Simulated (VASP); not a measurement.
# B (Pmmn) in VASP: notebook, part 2 of 2

VASP 6.6.1. The steps go on from the part before.

### 4 Relaxation of cell and atoms, LDA, target pressure 10 GPa, at which the enthalpy is minimised

The input, INCAR:

```
SYSTEM = B
ALGO = Fast ; EDIFF = 1E-6
EDIFFG = -0.005 ; ENCUT = 600
IBRION = 2 ; ISIF = 3
ISMEAR = -1 ; LASPH = .True.
LCHARG = .False. ; LREAL = .False.
LWAVE = .False. ; NELM = 60
NSW = 40 ; PREC = Accurate
PSTRESS = 100 ; SIGMA = 0.05
```

The input, KPOINTS:

```
k-points
0
Gamma
  16 9 7
  0 0 0
```

The input, POSCAR:

```
B
1.0
    1.6245600000      0.0000000000      0.0000000000
    0.0000000000      2.8661500000      0.0000000000
    0.0000000000      0.0000000000      3.9144000000
B
2
Direct
    0.0000000000      0.5000000000      0.6092600000
    0.5000000000      0.0000000000      0.3907400000
```

Potentials or basis: VASP PAW LDA potentials, release 64 (B).

Command:

```bash
> cat potpaw_LDA.64/B/POTCAR > POTCAR
> mpirun -np 1 vasp_std > vasp.out
```

OUTCAR:

```text
SYSTEM = B
   EDIFF = 1E-6
   EDIFFG = -0.005
   ENCUT = 600
   IBRION = 2
   ISIF = 3
   ISMEAR = -1
   LASPH = .True.
   LREAL = .False.
   NELM = 60
   NSW = 40
   PREC = Accurate
   PSTRESS = 100

 ion  position               nearest neighbor table
   1  0.000  0.500  0.609-   2 1.86   2 1.86   2 1.86   2 1.86
   2  0.500  0.000  0.391-   1 1.86   1 1.86   1 1.86   1 1.86

  LATTYP: Found a simple orthorhombic cell.
 ALAT       =     1.6245600000
 B/A-ratio  =     1.7642623233
 C/A-ratio  =     2.4095139607

  Lattice vectors:

 A1 = (   1.6245600000,   0.0000000000,   0.0000000000)
 A2 = (   0.0000000000,   2.8661500000,   0.0000000000)
 A3 = (   0.0000000000,   0.0000000000,   3.9144000000)

Analysis of symmetry for initial positions (statically):
=====================================================================
 Subroutine PRICEL returns:
 Original cell was already a primitive cell.

 Routine SETGRP: Setting up the symmetry group for a
 simple orthorhombic supercell.

 Subroutine GETGRP returns: Found  8 space group operations
 (whereof  4 operations were pure point group operations)
 out of a pool of  8 trial point group operations.

The static configuration has the point symmetry C_2v.
 The point group associated with its full space group is D_2h.

Analysis of symmetry for dynamics (positions and initial velocities):
=====================================================================
 Subroutine PRICEL returns:
 Original cell was already a primitive cell.

 Routine SETGRP: Setting up the symmetry group for a
 simple orthorhombic supercell.

 Subroutine GETGRP returns: Found  8 space group operations
 (whereof  4 operations were pure point group operations)
 out of a pool of  8 trial point group operations.

The dynamic configuration has the point symmetry C_2v.
 The point group associated with its full space group is D_2h.

 Subroutine INISYM returns: Found  8 space group operations
 (whereof  4 operations are pure point group operations),
 and found     1 'primitive' translations

----------------------------------------------------------------------------------------

                                     Primitive cell

  volume of cell :      18.2264

  direct lattice vectors                    reciprocal lattice vectors
     1.624560000  0.000000000  0.000000000     0.615551288  0.000000000  0.000000000
     0.000000000  2.866150000  0.000000000     0.000000000  0.348900092  0.000000000
     0.000000000  0.000000000  3.914400000     0.000000000  0.000000000  0.255466994

  length of vectors
     1.624560000  2.866150000  3.914400000     0.615551288  0.348900092  0.255466994

  position of ions in fractional coordinates (direct lattice)
     0.000000000  0.500000000  0.609260000
     0.500000000  0.000000000  0.390740000

  ion indices of the primitive-cell ions
   primitive index   ion index
                 1           1
                 2           2

----------------------------------------------------------------------------------------
[... 63 lines left out ...]
   ICHARG =      2    charge: 1-file 2-atom 10-const
   ISPIN  =      1    spin polarized calculation?
   LNONCOLLINEAR =      F non collinear calculations
   LSORBIT =      F    spin-orbit coupling
   LASPH  =      T    aspherical Exc in radial PAW
   ENCUT  =  600.0 eV  44.10 Ry    6.64 a.u.   3.24  5.72  7.82*2*pi/ulx,y,z
   NELM   =     60;   NELMIN=  2; NELMDL= -5     # of ELM steps
   EDIFF  = 0.1E-05   stopping-criterion for ELM
   LREAL  =      F    real-space projection
   EDIFFG = -.5E-02   stopping-criterion for IOM
   NSW    =     40    number of steps for IOM
   IBRION =      2    ionic relax: 0-MD 1-quasi-New 2-CG
   NFREE  =      1    steps in history (QN), initial steepest desc. (CG)
   ISIF   =      3    stress and relaxation
   ISYM   =      2    0-nonsym 1-usesym 2-fastsym
   POTIM  = 0.5000    time-step for ionic-motion
   TEBEG  =    0.0;   TEEND  =   0.0 temperature during run
   PSTRESS=  100.0 pullay stress
   NELECT =       6.0000    total number of electrons
   NUPDOWN=      -1.0000    fix difference up-down
   EMIN   =  10.00;   EMAX   =-10.00  energy-range for DOS
   EFERMI =   0.00;   METHOD = LEGACY
   ISMEAR =    -1;   SIGMA  =   0.05  broadening in eV -4-tet -1-fermi 0-gaus
   EFERMI_NEDOS =   21; number of points for ismear=-14 and -15
   IALGO  =     68    algorithm
   IMIX   =      4    mixing-type and parameters
     AMIX     =   0.40;   BMIX     =  1.00
     AMIX_MAG =   1.60;   BMIX_MAG =  1.00
  volume/ion in A,a.u.               =       9.11        61.50
  Fermi-wavevector in a.u.,A,eV,Ry     =   1.130382  2.136113 17.385032  1.277764
  Thomas-Fermi vector in A             =   2.267078
   LORBIT       =      0    0 simple, 1 ext, 2 COOP (PROOUT), +10 PAW based schemes
   GGA     = CA    functional components
   LHFCALC =     F    Hartree Fock is set to
   AEXX    =    0.0000 exact exchange contribution
   IVDW    =     0    specifies the selected vdW correction
   LEPSILON=     F    determine dielectric tensor
   LRPA    =     F    only Hartree local field effects (RPA)
 conjugate gradient relaxation of ions
 non-spin polarized calculation
 RMM-DIIS sequential band-by-band and
  energy-cutoff  :      600.00
  volume of cell :       18.23
 maximum number of plane-waves:       624
 NGX is ok and might be reduce to    14
   NGX =  7   NGY = 11   NGZ = 15

--------------------------------------- Ionic step        1  -------------------------------------------

 number of electron       6.0000000 magnetization

 Free energy of the ion-electron system (eV)
  ---------------------------------------------------
  ext. energy  EPLUGINS =         0.00000000
  ---------------------------------------------------
  free energy    TOTEN  =       -13.89417903 eV

  energy without entropy =      -13.89101880  energy(sigma->0) =      -13.89259891

------------------------ aborting loop because EDIFF is reached ----------------------------------------

  FORCE on cell =-STRESS in cart. coord.  units (eV):
  Direction    XX          YY          ZZ          XY          YZ          ZX
  --------------------------------------------------------------------------------------
  -------------------------------------------------------------------------------------
  Total       -0.8988947     -0.5813068     -0.5916825      0.0000000      0.0000000      0.0000000
  in kB      -79.0168163    -51.0994328    -52.0115070      0.0000000      0.0000000      0.0000000
  external PRESSURE =    -160.7092520 kB  Pullay stress =     100.0000000 kB
[... 97 lines left out ...]
  energy  without entropy=      -13.8815473145  energy(sigma->0) =      -13.88299011

  enthalpy is  TOTEN    =       -12.8260182191 eV   P V=        1.0584146817

[... ionic steps 4 to 11 ...]

--------------------------------------- Ionic step       12  -------------------------------------------

 number of electron       6.0000000 magnetization

------------------------ aborting loop because EDIFF is reached ----------------------------------------
[... 71 lines left out ...]
--------------------------------------- Ionic step       14  -------------------------------------------

 number of electron       6.0000000 magnetization

 Free energy of the ion-electron system (eV)
  ---------------------------------------------------
  ext. energy  EPLUGINS =         0.00000000
  ---------------------------------------------------
  free energy    TOTEN  =       -13.88065939 eV

  energy without entropy =      -13.87819252  energy(sigma->0) =      -13.87942596

 E-fermi :   6.6233     XC(G=0): -11.6205

 val. band max:        6.6087817640   @ k =   0.0625   0.2222   0.2857
 cond. band min:       6.6545742143   @ k =   0.3125   0.0000   0.2857
 fundamental gap:      0.0457924503
 Fermi energy:         6.6233267013

 k-point     1 :       0.0000    0.0000    0.0000
  band No.  band energies     occupation
      1     -10.2622      2.00000
      2       1.0912      2.00000
      3       2.0757      2.00000
      4       3.5431      2.00000
      5      10.2168      0.00000
      6      16.2655      0.00000
      7      21.9852      0.00000
[... 221 lines left out ...]
 k-point    24 :       0.3125    0.2222    0.0000
  band No.  band energies     occupation
      1      -5.6833      2.00000
      2       1.5942      2.00000
      3       6.1709      1.99976
      4       9.2886      0.00000
      5      13.3155      0.00000
      6      16.1113      0.00000
      7      19.8440      0.00000

 [... further k-points ...]

------------------------ aborting loop because EDIFF is reached ----------------------------------------

  FORCE on cell =-STRESS in cart. coord.  units (eV):
  Direction    XX          YY          ZZ          XY          YZ          ZX
  --------------------------------------------------------------------------------------
  -------------------------------------------------------------------------------------
  Total        0.9178859      0.9157891      0.9153135      0.0000000      0.0000000      0.0000000
  in kB      100.3110235    100.0818744    100.0299025      0.0000000      0.0000000      0.0000000
  external PRESSURE =       0.1409335 kB  Pullay stress =     100.0000000 kB
[... 21 lines left out ...]
  energy  without entropy=      -13.8781925192  energy(sigma->0) =      -13.87942596

  enthalpy is  TOTEN    =       -12.9656195117 eV   P V=        0.9150398824

 reached required accuracy - stopping structural energy minimisation
```

OSZICAR:

```text
N       E                     dE             d eps       ncg     rms          rms(c)
DAV:   1     0.404679508624E+01    0.40468E+01   -0.34232E+03  2590   0.827E+02
DAV:   2    -0.145567921651E+02   -0.18604E+02   -0.17827E+02  3689   0.119E+02
[... 100 lines left out ...]
  13 F= -.12965603E+02 E0= -.12964366E+02  d E =-.169904E-03
       N       E                     dE             d eps       ncg     rms          rms(c)
DAV:   1    -0.138806642419E+02   -0.74892E-03   -0.40802E-04  3024   0.193E-01    0.125E-02
RMM:   2    -0.138806607791E+02    0.34628E-05   -0.41697E-06  2381   0.220E-02    0.660E-03
RMM:   3    -0.138806593906E+02    0.13885E-05   -0.19167E-06  1834   0.118E-02    0.489E-04
RMM:   4    -0.138806593942E+02   -0.35313E-08   -0.87398E-08  1342   0.302E-03
  14 F= -.12965620E+02 E0= -.12964386E+02  d E =-.186047E-03
```

CONTCAR:

```text
B
   1.00000000000000
     1.6028646407556921    0.0000000000000000    0.0000000000000000
     0.0000000000000000    2.7671501946126322    0.0000000000000000
     0.0000000000000000    0.0000000000000000    3.3053771845889823
  B
     2
Direct
     0.0000000000000000    0.5000000000000000    0.6264816510009615
     0.5000000000000000    0.0000000000000000    0.3735183489990386

  0.00000000E+00  0.00000000E+00  0.00000000E+00
  0.00000000E+00  0.00000000E+00  0.00000000E+00
```

It took 1.9 min on 1 thread of AMD EPYC 7R13 (Zen 3), shared host; peak memory 0.11 GiB.

What came out:

```
Free energy                                            : -13.8807 eV
Relaxed volume                                         : 7.33 Å³/atom
Relaxed cell                                           : a = 1.603 Å, b = 2.767 Å, c = 3.305 Å, α = 90.00°, β = 90.00°, γ = 90.00°
Space group after relaxing (to 0.05 Å)                 : Pmmn (No. 59)
Energy change on relaxing (the enthalpy is what falls) : +6.8 meV/atom
Ionic steps                                            : 14
Pressure after relaxing                                : 10.0 GPa
Largest force after relaxing                           : 0.004 eV/Å
Band gap on the k mesh                                 : none (metal or under the smearing width)
```

Forces on the atoms (eV/Å):
```
B    0.000  0.000  0.004
B    0.000  0.000 -0.004
```

The path:
| step | energy change (eV) | largest force (eV/Å) | pressure (GPa) | volume (Å³) |
| --- | --- | --- | --- | --- |
| 1 | 0.0000 | 0.2155 | -6.07 | 18.23 |
| 2 | 0.1291 | 0.4421 | 25.35 | 15.92 |
| 3 | 0.0097 | 0.1052 | 8.88 | 16.96 |
| 4 | 0.0031 | 0.2777 | 10.07 | 16.11 |
| 5 | 0.0163 | 0.3847 | 11.02 | 15.79 |
| 6 | -0.0052 | 0.2778 | 7.49 | 15.36 |
| 7 | 0.0019 | 0.2318 | 5.75 | 15.08 |
| 8 | 0.0317 | 0.2479 | 15.41 | 14.55 |
| 9 | 0.0123 | 0.2423 | 11.02 | 14.78 |
| 10 | 0.0102 | 0.0954 | 10.21 | 14.73 |
| 11 | 0.0111 | 0.0007 | 9.55 | 14.70 |
| 12 | 0.0113 | 0.0057 | 9.51 | 14.70 |
| 13 | 0.0143 | 0.0068 | 10.16 | 14.65 |
| 14 | 0.0135 | 0.0040 | 10.01 | 14.66 |

Final structure:
```yaml
crystal:
  lattice:
    - [1.60286, 0.00000, 0.00000]
    - [0.00000, 2.76715, 0.00000]
    - [0.00000, 0.00000, 3.30538]
  atoms:
    - { symbol: B, position: [0.00000, 0.50000, 0.62648] }
    - { symbol: B, position: [0.50000, 0.00000, 0.37352] }
```

Levels at points of the mesh, in eV from the Fermi level:
| k point | band 1 | band 2 | band 3 | band 4 | band 5 | band 6 | band 7 |
| --- | --- | --- | --- | --- | --- | --- | --- |
| (0.00, 0.00, 0.00) | -16.89 | -5.53 | -4.55 | -3.08 | 3.59 | 9.64 | 15.36 |
| (0.50, 0.00, 0.00) | -7.57 | -7.57 | 7.03 | 7.03 | 7.57 | 7.57 | 11.54 |

Caveat: the cell is relaxed towards a set pressure, so the enthalpy falls and the energy may rise; the volume moved by over 15 % at a fixed basis, so the end points are rough.

### 5 Relaxation of cell and atoms, LDA, target pressure 20 GPa, at which the enthalpy is minimised

INCAR, as its differences from that of step 4:

```diff
@@ -8,2 +8,2 @@
 NSW = 40 ; PREC = Accurate
-PSTRESS = 100 ; SIGMA = 0.05
+PSTRESS = 200 ; SIGMA = 0.05
```

KPOINTS is that of step 4.

POSCAR is that of step 4.

Command:

```bash
> cat potpaw_LDA.64/B/POTCAR > POTCAR
> mpirun -np 1 vasp_std > vasp.out
```

Wall time 1.7 min (1 thread of AMD EPYC 7R13 (Zen 3), shared host); peak memory 0.1 GiB.

It converged, with:

```
Free energy                                            : -13.7782 eV
Relaxed volume                                         : 6.77 Å³/atom
Relaxed cell                                           : a = 1.597 Å, b = 2.727 Å, c = 3.109 Å, α = 90.00°, β = 90.00°, γ = 90.00°
Space group after relaxing (to 0.05 Å)                 : Pmmn (No. 59)
Energy change on relaxing (the enthalpy is what falls) : +58.0 meV/atom
Ionic steps                                            : 17
Pressure after relaxing                                : 19.9 GPa
Largest force after relaxing                           : 0.005 eV/Å
Band gap on the k mesh                                 : none (metal or under the smearing width)
```

Forces on the atoms (eV/Å):
```
B    0.000  0.000  0.005
B    0.000  0.000 -0.005
```

Stress tensor (GPa, compression positive):
```
19.99  0.00  0.00
 0.00 19.90  0.00
 0.00  0.00 19.92
```

Step by step:
```csv
step,energy change (eV),largest force (eV/Å),pressure (GPa),volume (Å³)
1,0.0000,0.2155,-6.07,18.23
2,0.4464,0.9372,52.33,14.59
3,0.0667,0.2901,18.35,16.28
4,0.0783,0.5434,20.68,15.02
5,0.1097,0.6009,22.17,14.67
6,0.0773,0.3161,15.84,14.09
7,0.1013,0.1841,13.71,13.80
8,0.1964,0.2152,30.86,13.14
9,0.1232,0.2028,20.25,13.53
10,0.1240,0.2033,20.42,13.52
11,0.1199,0.1075,20.57,13.52
12,0.1192,0.0249,20.72,13.51
13,0.1119,0.0143,18.85,13.57
14,0.1162,0.0091,19.96,13.54
15,0.1160,0.0038,19.93,13.54
16,0.1160,0.0040,19.94,13.54
17,0.1160,0.0046,19.94,13.54
```

Final structure:
```xyz
2
Lattice="1.5968 0.0000 0.0000 0.0000 2.7270 0.0000 0.0000 0.0000 3.1089" Properties=species:S:1:pos:R:3 pbc="T T T"
B     0.0000    1.3635    1.9691
B     0.7984    0.0000    1.1398
```

Levels at points of the mesh, in eV from the Fermi level:
```csv
k point,band 1,band 2,band 3,band 4,band 5,band 6,band 7
"(0.00, 0.00, 0.00)",-17.41,-5.70,-3.87,-3.26,3.72,10.33,17.18
"(0.50, 0.00, 0.00)",-7.93,-7.93,7.16,7.16,7.55,7.55,11.90
```

Caveat: the cell is relaxed towards a set pressure, so the enthalpy falls and the energy may rise; the volume moved by over 15 % at a fixed basis, so the end points are rough.

### 6 Relaxation of cell and atoms, LDA, target pressure 30 GPa, at which the enthalpy is minimised

INCAR, as its differences from that of step 5:

```diff
@@ -8,2 +8,2 @@
 NSW = 40 ; PREC = Accurate
-PSTRESS = 200 ; SIGMA = 0.05
+PSTRESS = 300 ; SIGMA = 0.05
```

KPOINTS is that of step 5.

POSCAR is that of step 5.

Potentials or basis: VASP PAW LDA potentials, release 64 (B).

Command:

```bash
> cat potpaw_LDA.64/B/POTCAR > POTCAR
> mpirun -np 1 vasp_std > vasp.out
```

Run time: 2.1 min. Hardware: 1 thread of AMD EPYC 7R13 (Zen 3), shared host; peak memory 0.1 GiB.

The run converged. Its results:

```
Free energy                                            : -13.6644 eV
Relaxed volume                                         : 6.40 Å³/atom
Relaxed cell                                           : a = 1.586 Å, b = 2.694 Å, c = 2.997 Å, α = 90.00°, β = 90.00°, γ = 90.00°
Space group after relaxing (to 0.05 Å)                 : Pmmn (No. 59)
Energy change on relaxing (the enthalpy is what falls) : +114.9 meV/atom
Ionic steps                                            : 22
Pressure after relaxing                                : 30.0 GPa
Largest force after relaxing                           : 0.004 eV/Å
Band gap on the k mesh                                 : none (metal or under the smearing width)
```

Forces in eV/Å, atoms in the order of the input:
```
B    0.000  0.000  0.004
B    0.000  0.000 -0.004
```

Stress tensor (GPa, compression positive):
```
29.96  0.00  0.00
 0.00 30.07  0.00
 0.00  0.00 30.07
```

Step by step:
```tsv
step	energy change (eV)	largest force (eV/Å)	pressure (GPa)	volume (Å³)
1	0.0000	0.2155	-6.07	18.23
2	0.9906	1.5923	88.26	13.33
3	0.1454	0.4678	27.40	15.72
4	0.1822	0.7634	30.92	14.17
5	0.2291	0.8591	32.72	13.86
6	0.1909	0.2685	25.09	13.14
7	0.2153	0.1474	24.10	12.98
8	0.3246	0.2868	43.43	12.50
9	0.2372	0.1783	31.05	12.79
10	0.2268	0.1054	29.59	12.83
11	0.2166	0.0094	27.92	12.88
12	0.2319	0.0131	30.12	12.80
13	0.2304	0.0104	29.91	12.80
14	0.2344	0.0178	29.81	12.78
15	0.2332	0.0160	29.84	12.79
16	0.2350	0.0083	30.21	12.78
17	0.2349	0.0082	30.20	12.78
18	0.2339	0.0055	30.15	12.78
19	0.2322	0.0003	30.06	12.79
20	0.2314	0.0023	30.06	12.80
21	0.2300	0.0059	30.07	12.80
22	0.2297	0.0045	30.03	12.80
```

Final structure:
```cif
data_structure
_symmetry_space_group_name_H-M 'P 1'
_symmetry_Int_Tables_number 1
_cell_length_a 1.5860
_cell_length_b 2.6940
_cell_length_c 2.9968
_cell_angle_alpha 90.000
_cell_angle_beta 90.000
_cell_angle_gamma 90.000
_cell_volume 12.80
loop_
_atom_site_label
_atom_site_type_symbol
_atom_site_fract_x
_atom_site_fract_y
_atom_site_fract_z
_atom_site_occupancy
B1 B 0.00000 0.50000 0.64088 1
B2 B 0.50000 0.00000 0.35912 1
```

Levels at points of the mesh, in eV from the Fermi level:
```csv
k point,band 1,band 2,band 3,band 4,band 5,band 6
"(0.00, 0.00, 0.00)",-17.83,-5.76,-3.54,-3.34,3.83,10.63
"(0.50, 0.00, 0.00)",-8.18,-8.18,7.32,7.32,7.68,7.68
```

Caveat: the cell is relaxed towards a set pressure, so the enthalpy falls and the energy may rise; the volume moved by over 15 % at a fixed basis, so the end points are rough.

### 7 The reference run

An earlier run on the cell as given: functional PBE; potentials or basis VASP PAW PBE potentials, release 64 (B); cutoff 520 eV; k mesh 16 × 9 × 7; occupations fermi-dirac, width 0.05 eV; no spin polarisation.

- Pressure: 0.1 GPa
- Largest force: 0.006 eV/Å
- Band gap on the k mesh: none (metal or under the smearing width)

### 8 The runs side by side

| task | level | potentials or basis | cell | cutoff (eV) | target pressure | gap on the mesh (eV) | pressure (GPa) |
| --- | --- | --- | --- | --- | --- | --- | --- |
| relaxation of cell and atoms | LDA | VASP PAW LDA potentials, release 64 (B) | relaxed to 2 GPa | 600 | 2 GPa | none | 2.0 |
| relaxation of cell and atoms | LDA | VASP PAW LDA potentials, release 64 (B) | relaxed to 5 GPa | 600 | 5 GPa | none | 5.0 |
| relaxation of cell and atoms | LDA | VASP PAW LDA potentials, release 64 (B) | relaxed to 10 GPa | 600 | 10 GPa | none | 10.0 |
| relaxation of cell and atoms | LDA | VASP PAW LDA potentials, release 64 (B) | relaxed to 20 GPa | 600 | 20 GPa | none | 19.9 |
| relaxation of cell and atoms | LDA | VASP PAW LDA potentials, release 64 (B) | relaxed to 30 GPa | 600 | 30 GPa | none | 30.0 |
| single point | PBE | VASP PAW PBE potentials, release 64 (B) | as given | 520 | - | none | 0.1 |

Alike in all rows: no spin polarisation; k mesh 16 × 9 × 7; smearing fermi-dirac 0.05 eV.

Caveats: the cell is relaxed towards a set pressure, so the enthalpy falls and the energy may rise (some runs); the volume moved by over 15 % at a fixed basis, so the end points are rough (some runs); this functional lacks dispersion, which binds the layers, so the pressure and a relaxed spacing across them are unreliable (some runs).

Absolute energies hang on the potentials; compare differences alone.
